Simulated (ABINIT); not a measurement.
# HgSe (F-43m) in ABINIT: single point with PBE

Aim: the single point of HgSe with PBE.

All numbers are computed with ABINIT 10.8.3 (patched build); they aren't measurements. Logs are shortened: lines on timing, memory, paths and dates and some standing lists are left out, and cuts for length are marked. The log counts tension as positive stress, the text compression.

**1. Starting point**

Symmetry: F-43m, No. 216, cubic system. The conventional cell has a = 6.078 Å, b = 6.078 Å, c = 6.078 Å, α = 90.00°, β = 90.00°, γ = 90.00°. Around Hg (site symmetry -43m) lie 4 Se at 2.63 Å. Se (site symmetry -43m) has 4 Hg at 2.63 Å as nearest neighbours.

**2. Single point, PBE**

Contents of run.abi:

```
# Pseudopotentials
pp_dirpath "./"
pseudos "Hg.upf, Se.upf"

# Structure
acell 8.1216555201 8.1216555201 8.1216555201
rprim
     0.0000000000     0.7071067812     0.7071067812
     0.7071067812     0.0000000000     0.7071067812
     0.7071067812     0.7071067812     0.0000000000
ntypat 2
znucl 80 34
natom 2
typat 1 2
xred
     0.0000000000     0.0000000000     0.0000000000
     0.7500000000     0.7500000000     0.7500000000

# Plane-wave basis
ecut 40.0

# k points
kptopt 1
ngkpt 6 6 6
nshiftk 1
shiftk 0.0 0.0 0.0

# Exchange and correlation
ixc 11

# Bands and occupations
nband 22
occopt 3
tsmear 0.05 eV

# SCF cycle
nstep 100
tolvrs 1.0e-10

# Output
iomode 3
prtwf 0
prteig 0
prtebands 0
enunit 2
prtden 1
prtvha 1
prtvclmb 1
prtpot 1
prtelf 1
```

Potentials or basis: PseudoDojo NC SR PBE v0.4.1 standard.

On the command line:

```console
> mpirun --bind-to none -np 4 abinit run.abi > log 2>&1
```

run.abo:

```text
.Version 10.8.3 of ABINIT
 Symmetries : space group F-4 3 m (#216); Bravais cF (face-center cubic)
================================================================================
 Values of the parameters that define the memory need of the present run
     intxc =       0    ionmov =       0      iscf =       7    lmnmax =       7
     lnmax =       7     mgfft =      48  mpssoang =       4    mqgrid =    3001
     natom =       2  nloc_mem =       1    nspden =       1   nspinor =       1
    nsppol =       1      nsym =      24    n1xccc =    2501    ntypat =       2
    occopt =       3   xclevel =       2
       mpw =        4616          nfft =      110592          nkpt =          16
================================================================================
================================================================================

--------------------------------------------------------------------------------
------------- Echo of variables that govern the present computation ------------
--------------------------------------------------------------------------------
 -outvars: echo values of preprocessed input variables --------
            acell      8.1216555201E+00  8.1216555201E+00  8.1216555201E+00 Bohr
              amu      2.00590000E+02  7.89600000E+01
             ecut      4.00000000E+01 Hartree
           enunit           2
              ixc          11
         kptrlatt        6    0    0      0    6    0      0    0    6
          kptrlen      4.87299331E+01
            natom           2
            nband          22
            ngfft          48      48      48
             nkpt          16
            nstep         100
             nsym          24
           ntypat           2
           occopt           3
        prtebands           0
           prteig           0
           prtelf           1
           prtpot           1
         prtvclmb           1
           prtvha           1
            prtwf           0
            rprim      0.0000000000E+00  7.0710678120E-01  7.0710678120E-01
                       7.0710678120E-01  0.0000000000E+00  7.0710678120E-01
                       7.0710678120E-01  7.0710678120E-01  0.0000000000E+00
          spgroup         216
           tolvrs      1.00000000E-10
           tsmear      1.83746611E-03 Hartree
            typat      1  2
           xangst      0.0000000000E+00  0.0000000000E+00  0.0000000000E+00
                       4.5584999970E+00  4.5584999970E+00  4.5584999970E+00
            xcart      0.0000000000E+00  0.0000000000E+00  0.0000000000E+00
                       8.6143165392E+00  8.6143165392E+00  8.6143165392E+00
             xred      0.0000000000E+00  0.0000000000E+00  0.0000000000E+00
                       7.5000000000E-01  7.5000000000E-01  7.5000000000E-01
            znucl       80.00000   34.00000

================================================================================

 chkinp: Checking input parameters for consistency.

================================================================================
== DATASET  1 ==================================================================

--- !DatasetInfo
iteration_state: {dtset: 1, }
dimensions: {natom: 2, nkpt: 16, mband: 22, nsppol: 1, nspinor: 1, nspden: 1, mpw: 4616, }
cutoff_energies: {ecut:  40.0, pawecutdg:  -1.0, }
electrons: {nelect:   3.60000000E+01, charge:   0.00000000E+00, occopt:   3.00000000E+00, tsmear:   1.83746611E-03, }
meta: {optdriver: 0, ionmov: 0, optcell: 0, iscf: 7, paral_kgb: 0, }
...

 Exchange-correlation functional for the present dataset will be:
  GGA: Perdew-Burke-Ernzerhof functional - ixc=11
  J.P.Perdew, K.Burke, M.Ernzerhof, PRL 77, 3865 (1996)

 Real(R)+Recip(G) space primitive vectors, cartesian coordinates (Bohr,Bohr^-1):
 R(1)=  0.0000000  5.7428777  5.7428777  G(1)= -0.0870644  0.0870644  0.0870644
 R(2)=  5.7428777  0.0000000  5.7428777  G(2)=  0.0870644 -0.0870644  0.0870644
 R(3)=  5.7428777  5.7428777  0.0000000  G(3)=  0.0870644  0.0870644 -0.0870644
 Unit cell volume ucvol=  3.7880761E+02 bohr^3
 Angles (23,13,12)=  6.00000000E+01  6.00000000E+01  6.00000000E+01 degrees

 getcut: wavevector=  0.0000  0.0000  0.0000  ngfft=  48  48  48
         ecut(hartree)=     40.000   => boxcut(ratio)=   2.07588

--- Pseudopotential description ------------------------------------------------
- pspini: atom type   1  psp file is ./Hg.upf
12 -101130 3 -1 1262                          pspcod,pspxc,lmax,lloc,mmax
     nproj     2     2     2     1

- pspini: atom type   2  psp file is ./Se.upf
12 -101130 2 -1 1214                          pspcod,pspxc,lmax,lloc,mmax
     nproj     2     2     2     0

   2.16028944E+03                                ecore*ucvol(ha*bohr**3)
--------------------------------------------------------------------------------

================================================================================

--- !BeginCycle
iteration_state: {dtset: 1, }
solver: {iscf: 7, nstep: 100, nline: 4, wfoptalg: 0, }
tolerances: {tolvrs: 1.00E-10, }
...

     iter   Etot(hartree)      deltaE(h)  residm     vres2
 ETOT  1  -287.35894431930    -2.874E+02 1.358E+00 2.248E+02
 ETOT  2  -287.85862857452    -4.997E-01 3.994E-02 8.266E+01
 ETOT  3  -287.86911992885    -1.049E-02 9.016E-03 8.406E-01
 ETOT  4  -287.86916679977    -4.687E-05 6.844E-04 2.031E-01
 ETOT  5  -287.86917720519    -1.041E-05 4.402E-05 2.138E-02
 ETOT  6  -287.86917850134    -1.296E-06 3.508E-05 1.083E-03
 ETOT  7  -287.86917853892    -3.757E-08 7.205E-06 5.027E-05
 ETOT  8  -287.86917854226    -3.339E-09 6.547E-06 1.131E-06
 ETOT  9  -287.86917854230    -4.485E-11 1.278E-06 1.375E-07
 ETOT 10  -287.86917854231    -7.788E-12 1.196E-06 4.756E-09
 ETOT 11  -287.86917854231    -3.581E-12 2.261E-07 7.263E-11

 At SCF step   11       vres2   =  7.26E-11 < tolvrs=  1.00E-10 =>converged.

 Compute ELF
--------------------------------------------------------------------------------

 Compute kinetic energy density

 Compute gradient of the electron density
 Electron Localization Function (ELF) [min:0;max:1]
)     Maximum=    7.6049E-01  at reduced coord.    0.9375    0.9583    0.9583
)     Minimum=    0.0000E+00  at reduced coord.    0.7500    0.7500    0.7500
   Integrated=    1.0136E+02

--------------------------------------------------------------------------------
 End of ELF section

 Cartesian components of stress tensor (hartree/bohr^3)
  sigma(1 1)= -1.55616148E-04  sigma(3 2)=  0.00000000E+00
  sigma(2 2)= -1.55616148E-04  sigma(3 1)=  0.00000000E+00
  sigma(3 3)= -1.55616148E-04  sigma(2 1)=  0.00000000E+00

--- !ResultsGS
iteration_state: {dtset: 1, }
comment   : Summary of ground state results
lattice_vectors:
- [  0.0000000,   5.7428777,   5.7428777, ]
- [  5.7428777,   0.0000000,   5.7428777, ]
- [  5.7428777,   5.7428777,   0.0000000, ]
lattice_lengths: [   8.12166,    8.12166,    8.12166, ]
lattice_angles: [ 60.000,  60.000,  60.000, ] # degrees, (23, 13, 12)
lattice_volume:   3.7880761E+02
convergence: {deltae: -3.581E-12, res2:  7.263E-11, residm:  2.261E-07, diffor: null, }
etotal    :  -2.87869179E+02
entropy   :   0.00000000E+00
fermie    :   1.78990715E-01
cartesian_stress_tensor: # hartree/bohr^3
- [ -1.55616148E-04,   0.00000000E+00,   0.00000000E+00, ]
- [  0.00000000E+00,  -1.55616148E-04,   0.00000000E+00, ]
- [  0.00000000E+00,   0.00000000E+00,  -1.55616148E-04, ]
pressure_GPa:   4.5784E+00
xred      :
- [  0.0000E+00,   0.0000E+00,   0.0000E+00, Hg]
- [  7.5000E-01,   7.5000E-01,   7.5000E-01, Se]
cartesian_forces: # hartree/bohr
- [ -4.68866893E-29,  -4.68866893E-29,   1.40660068E-28, ]
- [  4.68866893E-29,   4.68866893E-29,  -1.40660068E-28, ]
force_length_stats: {min:   1.55505556E-28, max:   1.55505556E-28, mean:   1.55505556E-28, }
...

 Integrated electronic density in atomic spheres:
 ------------------------------------------------
 Atom  Sphere_radius  Integrated_density
    1        2.00000         16.54181093
    2        2.00000         13.23499749
================================================================================

 ----iterations are completed or convergence reached----

 Mean square residual over all n,k,spin=   76.712E-11; max=  22.608E-08
 reduced coordinates (array xred) for    2 atoms
       0.000000000000      0.000000000000      0.000000000000
       0.750000000000      0.750000000000      0.750000000000
 rms dE/dt=  7.6160E-28; max dE/dt=  1.0771E-27; dE/dt below (all hartree)
    1      -0.000000000000     -0.000000000000      0.000000000000
    2       0.000000000000      0.000000000000      0.000000000000

 cartesian coordinates (angstrom) at end:
    1      0.00000000000000     0.00000000000000     0.00000000000000
    2      4.55849999698319     4.55849999698319     4.55849999698319

 cartesian forces (hartree/bohr) at end:
    1     -0.00000000000000    -0.00000000000000     0.00000000000000
    2      0.00000000000000     0.00000000000000    -0.00000000000000
 frms,max,avg= 8.9781175E-29 1.4066007E-28   0.000E+00  0.000E+00  0.000E+00 h/b

 cartesian forces (eV/Angstrom) at end:
    1     -0.00000000000000    -0.00000000000000     0.00000000000000
    2      0.00000000000000     0.00000000000000    -0.00000000000000
 frms,max,avg= 4.6167336E-27 7.2330315E-27   0.000E+00  0.000E+00  0.000E+00 e/A
 length scales=  8.121655520100  8.121655520100  8.121655520100 bohr
              =  4.297795013126  4.297795013126  4.297795013126 angstroms
 Fermi (or HOMO) energy (hartree) =   0.17899   Average Vxc (hartree)=  -0.35471
 Eigenvalues (hartree) for nkpt=  16  k points:
 kpt#   1, nband= 22, wtk=  0.00463, kpt=  0.0000  0.0000  0.0000 (reduced coord)
  -4.03709   -2.13858   -2.13858   -2.13858   -1.57035   -1.57035   -1.57035   -1.57021
  -1.57021   -0.31770   -0.08601   -0.08601   -0.08601   -0.05853   -0.05853    0.14305
   0.17761    0.17761    0.17761    0.37963    0.37963    0.37963
      occupation numbers for kpt#   1
   2.00000    2.00000    2.00000    2.00000    2.00000    2.00000    2.00000    2.00000
   2.00000    2.00000    2.00000    2.00000    2.00000    2.00000    2.00000    2.00000
   1.35802    1.35802    1.35802    0.00000    0.00000    0.00000
 prteigrs : prtvol=0 or 1, do not print more k-points.

 Fermi (or HOMO) energy (eV) =   4.87059   Average Vxc (eV)=  -9.65211
 Eigenvalues (   eV  ) for nkpt=  16  k points:
 kpt#   1, nband= 22, wtk=  0.00463, kpt=  0.0000  0.0000  0.0000 (reduced coord)
-109.85494  -58.19371  -58.19371  -58.19371  -42.73146  -42.73146  -42.73146  -42.72761
 -42.72761   -8.64507   -2.34036   -2.34036   -2.34036   -1.59275   -1.59275    3.89248
   4.83312    4.83312    4.83312   10.33036   10.33036   10.33036
 prteigrs : prtvol=0 or 1, do not print more k-points.

--- !EnergyTerms
iteration_state     : {dtset: 1, }
comment             : Components of total free energy in Hartree
kinetic             :  1.26113248431514E+02
hartree             :  8.83688662437564E+01
xc                  : -5.18342592065640E+01
Ewald energy        : -1.53272833314495E+02
psp_core            :  5.70286702977754E+00
local_psp           : -2.55983169162858E+02
non_local_psp       : -4.69638620026175E+01
internal            : -2.87869141981487E+02
'-kT*entropy'       : -3.65608259039890E-05
total_energy        : -2.87869178542313E+02
total_energy_eV     : -7.83331940562815E+03
band_energy         : -3.73842158723266E+01
...

 Cartesian components of stress tensor (hartree/bohr^3)
  sigma(1 1)= -1.55616148E-04  sigma(3 2)=  0.00000000E+00
  sigma(2 2)= -1.55616148E-04  sigma(3 1)=  0.00000000E+00
  sigma(3 3)= -1.55616148E-04  sigma(2 1)=  0.00000000E+00

-Cartesian components of stress tensor (GPa)         [Pressure=  4.5784E+00 GPa]
- sigma(1 1)= -4.57838514E+00  sigma(3 2)=  0.00000000E+00
- sigma(2 2)= -4.57838514E+00  sigma(3 1)=  0.00000000E+00
- sigma(3 3)= -4.57838514E+00  sigma(2 1)=  0.00000000E+00

== END DATASET(S) ==============================================================
================================================================================

 -outvars: echo values of variables after computation  --------
            acell      8.1216555201E+00  8.1216555201E+00  8.1216555201E+00 Bohr
           etotal     -2.8786917854E+02
            fcart     -4.6886689342E-29 -4.6886689342E-29  1.4066006803E-28
                       4.6886689342E-29  4.6886689342E-29 -1.4066006803E-28
            rprim      0.0000000000E+00  7.0710678120E-01  7.0710678120E-01
                       7.0710678120E-01  0.0000000000E+00  7.0710678120E-01
                       7.0710678120E-01  7.0710678120E-01  0.0000000000E+00
           strten     -1.5561614776E-04 -1.5561614776E-04 -1.5561614776E-04
                       0.0000000000E+00  0.0000000000E+00  0.0000000000E+00
           xangst      0.0000000000E+00  0.0000000000E+00  0.0000000000E+00
                       4.5584999970E+00  4.5584999970E+00  4.5584999970E+00
             xred      0.0000000000E+00  0.0000000000E+00  0.0000000000E+00
                       7.5000000000E-01  7.5000000000E-01  7.5000000000E-01
 Calculation completed.
```

Wall time 16 s (4 MPI ranks of Arm Neoverse V2, shared host); peak memory 0.36 GiB.

Results:

```yaml
Free_energy: -7833.3194 eV
Pressure: 4.6 GPa
Band_gap_on_the_k_mesh: none (metal or under the smearing width)
Valence_electrons_inside_the_program's_atomic_spheres: Hg 16.54; Se 13.23
```

Levels at points of the mesh, in eV from the Fermi level:
```tsv
k point	band 14	band 15	band 16	band 17	band 18	band 19	band 20	band 21	band 22
(0.00, 0.00, 0.00)	-6.46	-6.46	-0.98	-0.04	-0.04	-0.04	5.46	5.46	5.46
(0.50, 0.00, 0.00)	-6.42	-6.14	-5.56	-1.01	-1.01	1.08	6.23	6.23	6.96
(0.50, 0.50, 0.00)	-6.35	-6.09	-5.13	-2.35	-2.35	2.75	2.96	8.42	9.83
```
